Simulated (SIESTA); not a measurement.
SiC (Moissanite):

```
CELL_PARAMETERS angstrom
3.07600 0.00000 0.00000
-1.53800 2.66389 0.00000
0.00000 0.00000 5.04800
ATOMIC_POSITIONS crystal
Si 0.66667 0.33333 0.50000
Si 0.33333 0.66667 0.00000
C 0.66667 0.33333 0.88500
C 0.33333 0.66667 0.38500
```

Program: SIESTA 5.4.2. Alike in all runs: task band structure; no spin polarisation; cell as given; k mesh 10 × 10 × 5; smearing fermi-dirac 0.05 eV; grid cutoff 500 Ry; energy shift 0.002 Ry.

Problem. Order these runs on this cell by their pressure, lowest first.
A. level PBE; potentials or basis PseudoDojo 0.4 standard (PBE files), TZ (energy shift 0.002 Ry)
B. level PBE; potentials or basis PseudoDojo 0.4 standard (PBE files), TZP (energy shift 0.002 Ry)
C. level PBEGcGxLO; potentials or basis PseudoDojo 0.4 standard (PBE files), DZP (energy shift 0.002 Ry)

Solution. C (3.3 GPa), B (6.3 GPa), A (13.6 GPa).

Caveats: the basis of atomic orbitals isn't converged, which shifts pressures, moduli and gaps; the potentials were made for another functional, which shifts forces and pressure (some runs); the basis has no polarisation orbitals (some runs).
